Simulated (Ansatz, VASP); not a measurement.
MgO: VASP beside Ansatz

Contents of INCAR:

```
SYSTEM = MgO
ALGO     = Fast           ! electronic algorithm
EDIFF    = 1E-7           ! SCF threshold, eV
ENCUT    = 520            ! plane-wave cutoff, eV
GGA      = PE             ! functional
ISIF     = 2              ! what is computed and relaxed
ISMEAR   = -1             ! smearing method
LASPH    = .TRUE.         ! aspherical terms in the spheres
LCHARG   = .FALSE.        ! write CHGCAR
LREAL    = .FALSE.        ! projectors in reciprocal space
LWAVE    = .FALSE.        ! write WAVECAR
NBANDS   = 11             ! bands
NELM     = 100            ! most SCF steps
PREC     = Accurate       ! precision mode
SIGMA    = 0.02           ! smearing width, eV
```

KPOINTS

```
k-points
0
G
  10 10 10
  0 0 0
```

The input POSCAR:

```
MgO
1.0
    2.6010506602      0.0000000000      0.0000000000
    0.0000000000      2.6010506602      0.0000000000
    0.0000000000      0.0000000000      2.6183176627
Mg O
1 1
Direct
    0.0000000000      0.0000000000      0.0000000000
    0.5000000000      0.5000000000      0.5000000000
```

Input for Ansatz:

```yaml
crystal:
  lattice:
    - [2.6010506602, 0.0, 0.0]
    - [0.0, 2.6010506602, 0.0]
    - [0.0, 0.0, 2.6183176627]
  atoms:
    - { symbol: Mg, position: [0.0, 0.0, 0.0] }
    - { symbol: O, position: [0.5, 0.5, 0.5] }
kpoints:
  mp_grid: { grid: [10, 10, 10] }
  band_path:
    path:
      - [0.0, 0.0, 0.0]
      - [0.0, 0.5, 0.0]
      - [0.5, 0.5, 0.0]
      - [0.5, 0.5, 0.5]
      - [0.0, 0.5, 0.5]
    npoints: 1
hamiltonian:
  xc: pbe
scf:
  occupations: { method: fermi_dirac, width: 0.02 }
  n_extra_bands: 4
output:
  forces: true
  stress: true
  eigenvalues: true
  write_density: true
  write_potential: true
  elf: true
  volumetric_format: npy
```

Change from the starting cell: epitaxial_xy strain -0.9%.

Alike in both runs: task single point; functional PBE; k mesh 10 × 10 × 10; occupations fermi-dirac, width 0.02 eV; no spin polarisation.

```csv
,VASP,Ansatz
version,VASP 6.6.1,Ansatz 0.2.0
potentials or method,"VASP PAW PBE potentials, release 64 (Mg, O)","plane waves, PAW"
plane-wave cutoff (eV),520,420
valence electrons in the cell,8,16
```

```csv
,VASP,Ansatz,Ansatz less VASP
gap on the k mesh at the Fermi level (eV),2.78,2.79,+0.019
pressure (GPa),8.7,9.5,+0.76
largest component of the traceless stress (GPa),3.05,3.03,-0.018
```

The two sets of potentials don't hold the same shells in valence.

A k mesh can miss the band edges.
